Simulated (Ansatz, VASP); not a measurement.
**BiTe in VASP and in Ansatz**

INCAR

```
SYSTEM = BiTe
ALGO = Normal
EDIFF = 1E-6
ENCUT = 520
GGA = PE
ISIF = 2
ISMEAR = -1
LASPH = .True.
LCHARG = .False.
LREAL = .False.
LWAVE = .False.
NBANDS = 18
NELM = 60
PREC = Accurate
SIGMA = 0.1
```

Contents of KPOINTS:

```
k-points
0
Gamma
  9 9 9
  0 0 0
```

The input POSCAR:

```
BiTe
1.0
    0.0000000000      3.2350000000      3.2889166667
    3.2350000000      0.0000000000      3.2889166667
    3.2350000000      3.2350000000      0.0000000000
Bi Te
1 1
Direct
    0.0000000000      0.0000000000      0.0000000000
    0.5000000000      0.5000000000      0.5000000000
```

Input for Ansatz:

```yaml
crystal:
  lattice:
    - [0.0, 3.235, 3.2889166666666663]
    - [3.235, 0.0, 3.2889166666666663]
    - [3.235, 3.235, 0.0]
  atoms:
    - { symbol: Bi, position: [0.0, 0.0, 0.0] }
    - { symbol: Te, position: [0.5, 0.5, 0.5] }
basis:
  ecutwfc: 520.0
kpoints:
  mp_grid:
    grid: [9, 9, 9]
hamiltonian:
  xc: pbe
scf:
  occupations:
    method: fermi_dirac
    width: 0.1
output:
  stress: true
```

Alike in both runs: task single point; functional PBE; k mesh 9 × 9 × 9; occupations fermi-dirac, width 0.1 eV; no spin polarisation.

|  | VASP | Ansatz |
| --- | --- | --- |
| version | VASP 6.6.1 | Ansatz 0.2.0 |
| potentials or method | VASP PAW PBE potentials, release 64 (Bi_d, Te) | plane waves, PAW |
| plane-wave cutoff (eV) | 520 | 520 |
| valence electrons in the cell | 21 | 31 |

|  | VASP | Ansatz | Ansatz less VASP |
| --- | --- | --- | --- |
| pressure (GPa) | 0.0 | 0.0 | +0.08 |
| largest component of the traceless stress (GPa) | 0.85 | 0.85 | +0.001 |

The functional is the same, so the differences come from potentials, cutoffs and numerics. The two sets of potentials don't hold the same shells in valence.
